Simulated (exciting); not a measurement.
Crystal: In.

```xyz
1
Lattice="-1.6255 1.6255 2.4737 1.6255 -1.6255 2.4737 1.6255 1.6255 -2.4737" Properties=species:S:1:pos:R:3 pbc="T T T"
In    0.0000    0.0000    0.0000
```

```yaml
Program: exciting (release sodium)
Task: single point
Functional: PBEsol
Potentials_or_basis: all-electron LAPW+lo, shipped species files, valence relativity iora*
rgkmax: 9
k_mesh: 11 × 11 × 11
Occupations: fermi-dirac, width 0.05 eV
Spin: no spin polarisation
gmaxvr_cutoff_of_density_and_potential: 14 1/bohr
lmaxapw_and_lmaxmat: 10
lmaxvr: 8
nempty: 8
Valence_relativity: iora*
epsengy: 1e-05 Ha
epspot: 1e-05 Ha
maxscl: 60
Muffin-tin_radii: In 2.3 bohr
```

On this cell: band gap on the k mesh none (metal or under the smearing width).

The same run follows on a disturbed copy (cell strained at random at fixed volume):

```xyz
1
Lattice="-1.6430 1.5768 2.4321 1.6580 -1.6318 2.4781 1.6520 1.6408 -2.4682" Properties=species:S:1:pos:R:3 pbc="T T T"
In    0.0192   -0.0186   -0.0129
```

**Question.** What does the disturbed cell give?

**Answer.** The energy (extrapolated to zero smearing) moves by +1.5 meV/atom; band gap on the k mesh none (metal or under the smearing width).

Caveats: the free energy is that total less TS from the occupations.
